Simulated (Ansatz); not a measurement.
Fluorite CaF2: a single-point calculation in the PAW code Ansatz (r2SCAN). The cell was relaxed with r2SCAN and then strained (uniaxial +1.0 % along z, other directions held), with the atoms relaxed again with r2SCAN; k points keep the names of the unstrained zone.

```yaml
crystal:
  lattice:
    - [0.0, 2.7195929739, 2.7467889036]
    - [2.7195929739, 0.0, 2.7467889036]
    - [2.7195929739, 2.7195929739, 0.0]
  atoms:
    - { symbol: Ca, position: [0.0, 0.0, 0.0] }
    - { symbol: F, position: [0.25, 0.25, 0.25] }
    - { symbol: F, position: [0.75, 0.75, 0.75] }
kpoints:
  mp_grid: { grid: [8, 8, 8] }
  band_path:
    path:
      - [0.0, 0.0, 0.0]
      - [0.5, 0.0, 0.5]
      - [0.625, 0.25, 0.625]
      - [0.375, 0.375, 0.75]
      - [0.5, 0.5, 0.5]
      - [0.5, 0.25, 0.75]
    npoints: 1
hamiltonian:
  xc: r2scan
scf:
  occupations: { method: fixed }
  n_extra_bands: 4
output:
  forces: true
  stress: true
  eigenvalues: true
  write_density: true
  write_potential: true
  elf: true
  volumetric_format: npy
```

The output follows, shortened, with numbered blanks.
```
Functional definition: r2SCAN
Crystal: 3 atoms, lattice volume = 40.632 Å³
[1]
Bands: 16, of which v1, the nominal top of the filled ones, is band 12 counted from 1 (11 counted from 0)
Symmetry: 16 space group operations
Space group: I4/mmm (ITA 139)
k-points: 59 of 512
SCF converged after 6 iterations
Free energy (F): -3448.117550 eV
[2]
--- Stress (GPa, compression-positive) ---
[3]
--- Band table (eV; the first three rows and the last of 59) ---
[4]
```

The rows of the band table are 0: (0, 0, 0) = Γ, 1: (0, 0, 1/8), 2: (0, 0, 1/4), 58: (-1/2, -1/2, 0) = X.

Problem. Give the withheld lines. They hold the Fermi energy and the band table, the stress, cutoff and plane waves at Γ.

Solution.
```
[1]
Basis set: ecut = 500 eV, 999 PW (Γ)
[2]
Fermi energy:    2.790453 eV
[3]
       -0.466797       0.000000       0.000000
        0.000000      -0.466797       0.000000
        0.000000       0.000000      -1.679059
  P = ⅓ Tr σ = -0.8709 GPa (-8.709 kbar)
[4]
  k-point 0: bands = […, 0.6604, 0.6604, 0.6847, 2.4666, 2.5355, 2.5355, 10.7413, 12.7428, 12.8052, 14.9304]
  k-point 1: bands = […, 0.7318, 0.7429, 0.7965, 2.3284, 2.4305, 2.4636, 11.1362, 12.7764, 12.8284, 14.8002]
  k-point 2: bands = […, 0.9204, 0.9249, 1.0919, 1.9665, 2.2468, 2.2787, 12.0358, 12.8581, 12.8842, 14.5487]
  k-point 58: bands = […, 0.0819, 1.1129, 1.1129, 2.4335, 2.4335, 2.7348, 11.5275, 13.1855, 13.6927, 14.5736]
```
Only the leading digits can be foreseen; the rest is this run's record.

Command: `ansatz run input.yaml --threads 2 --pin off --max-ram 2211MiB --backend cpu --events-out ev --progress --plain --runs-dir out`.

Calculated for a static, non-magnetic cell.
